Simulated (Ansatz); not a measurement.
# PbSe: the change of pressure with volume per atom

Periodic Kohn-Sham DFT of a crystal at fixed atoms; pressure and stress are positive in compression; the energy is the free energy less that of spherical unpolarised free atoms; site moments are those in the method's own spheres, positive along +z. The results are calculated, by Ansatz 0.2.0.

Cell of the first row (space group Fm-3m, No. 225):
```
PbSe
1.0
      0.0000     2.9996     2.9996
      2.9996     0.0000     2.9996
      2.9996     2.9996     0.0000
Pb Se
1 1
Direct
  0.00000 0.00000 0.00000
  0.50000 0.50000 0.50000
```

Settings of every row: method frozen-core PAW; functional PBE; relativity scalar; k mesh 9x9x9; filling fermi-dirac; smearing width 0.01 eV; wave cutoff 420 eV; paw set soft_2.

Atom start moment: 0 on all atoms.

Limits: no spin-orbit coupling on heavy atoms.

Limits of some rows: small gap, it may come from the mesh (row 3).

```
row  volume per atom (Å³)  pressure (GPa)
  1                 26.99           6.309
  2                28.426            2.91
  3                28.713           2.329
  4                    29               ?
  5                29.287           1.255
  6                29.862           0.285
  7                30.436          -0.589
```

Question: what pressure should row 4 give?

Worked fit of pressure. Take u = (V_r/V)^(2/3) − 1 with V_r = 29 Å³ an atom, which is twice the finite (Eulerian) strain; such expansions in the strain, on which the Birch-Murnaghan equation of state is built, carry the rest volume and the bulk modulus. The shown rows have u = 0.04905, 0.01342, 0.00665, -0.00654, -0.01934, -0.03171. Least squares give pressure = 1.7783 + 81.374 × u + 216.76 × u² + 150.7 × u³ GPa; a parabola predicts inner rows, each left out in turn, worse (root mean square 0.0025 against 0.00069 GPa). All shown rows lie on it to the printed digit. The pressure vanishes at u = -0.0233, or V = 30.04 Å³ an atom, and there the bulk modulus at fixed shape and fractions is B = −V dP/dV = (2/3)(1 + u) dP/du = 46.6 GPa. The withheld row has u = 0, so the fit gives 1.7783 + 81.374 × (0) + 216.76 × (0)² + 150.7 × (0)³ = 1.778 GPa.

The calculation gave 1.778 GPa. The fit meets it to the printed digit.
